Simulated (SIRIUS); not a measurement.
The system is Pt.

```
Pt
1.0
     0.00000    1.96090    1.96090
     1.96090    0.00000    1.96090
     1.96090    1.96090    0.00000
Pt
1
Cartesian
  0.0000 0.0000 0.0000
```

* Program: SIRIUS 7.10.0
* Task: relaxation of cell and atoms
* Functional: PBE
* Potentials or basis: PseudoDojo 0.4.1 PBE standard (scalar relativistic)
* Cutoff: 1152 eV
* Density cutoff: 4606 eV
* k mesh: 6 × 6 × 6
* Occupations: fermi-dirac, width 0.05 eV
* Spin: no spin polarisation

At the start: pressure 6.8 GPa; volume 15.08 Å³/atom.

Where does the relaxation end?

Over 3 steps the energy falls by 7.7 meV/atom and the volume is 15.45 Å³/atom (+2.5 %); space group Fm-3m (No. 225, to 0.05 Å).

The path:
```tsv
step	energy change (eV)	largest force (eV/Å)	pressure (GPa)	volume (Å³)
1	0.0000	0.0000	6.77	15.08
2	-0.0076	0.0000	-0.74	15.50
3	-0.0077	0.0000	-0.03	15.45
```

Final structure:
```xyz
1
Lattice="0.0000 1.9770 1.9770 1.9770 0.0000 1.9770 1.9770 1.9770 0.0000" Properties=species:S:1:pos:R:3 pbc="T T T"
Pt    0.0000    0.0000    0.0000
```

Caveat: the k mesh is coarse (spacing up to 0.46 Å⁻¹), so the values aren't converged.
